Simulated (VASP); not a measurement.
Set up this calculation in VASP 6.6.1, as the native input.

```yaml
Task: relaxation of cell and atoms
Functional: LDA
Potentials_or_basis: VASP PAW LDA potentials, release 64 (P)
Cutoff: 600 eV
k_mesh: 8 × 8 × 12
Occupations: fermi-dirac, width 0.1 eV
Spin: no spin polarisation
Dipole_correction: no
Further_INCAR_settings: ALGO = Fast; EDIFF = 1e-06; IBRION = 2; EDIFFG = -0.01; NSW = 80; ISIF = 3
```

The structure of P lies in POSCAR:

```
P
1.0
    4.4144220315      0.0000000000      0.0000000000
   -2.2072110158      3.8230016223      0.0000000000
    0.0000000000      0.0000000000      2.7060407053
P
3
Direct
    0.0000000000      0.0000000000      0.0000000000
    0.3333333333      0.6666666667      0.5000000000
    0.6666666667      0.3333333333      0.5000000000
```

The cell was built by a generator and needn't be a form met in nature.

These files were run (other wordings do the same):

INCAR

```
ALGO = Fast
EDIFF = 1E-6
EDIFFG = -0.01
ENCUT = 600
IBRION = 2
ISIF = 3
ISMEAR = -1
LASPH = T
LCHARG = F
LREAL = F
LWAVE = F
NELM = 60
NSW = 80
PREC = Accurate
SIGMA = 0.1
```

KPOINTS

```
k-points
0
Gamma
  8 8 12
```

Potentials or basis: VASP PAW LDA potentials, release 64 (P).

Launch:

```sh
$ cat potpaw_LDA.64/P/POTCAR > POTCAR
$ mpirun -np 1 vasp_std > vasp.out
```

Results of the run:

```
Relaxed volume                         : 13.70 Å³/atom
Relaxed cell                           : a = 4.377 Å, b = 4.377 Å, c = 2.477 Å, α = 90.00°, β = 90.00°, γ = 120.00°
Space group after relaxing (to 0.05 Å) : P6/mmm (No. 191)
Energy gained by relaxing              : 72.2 meV/atom
Ionic steps                            : 8
Pressure after relaxing                : 0.0 GPa
```

Wall time 59 s on 1 thread of Intel(R) Xeon(R) 6975P-C (Granite Rapids), with other jobs on the host, peak memory 0.16 GiB.
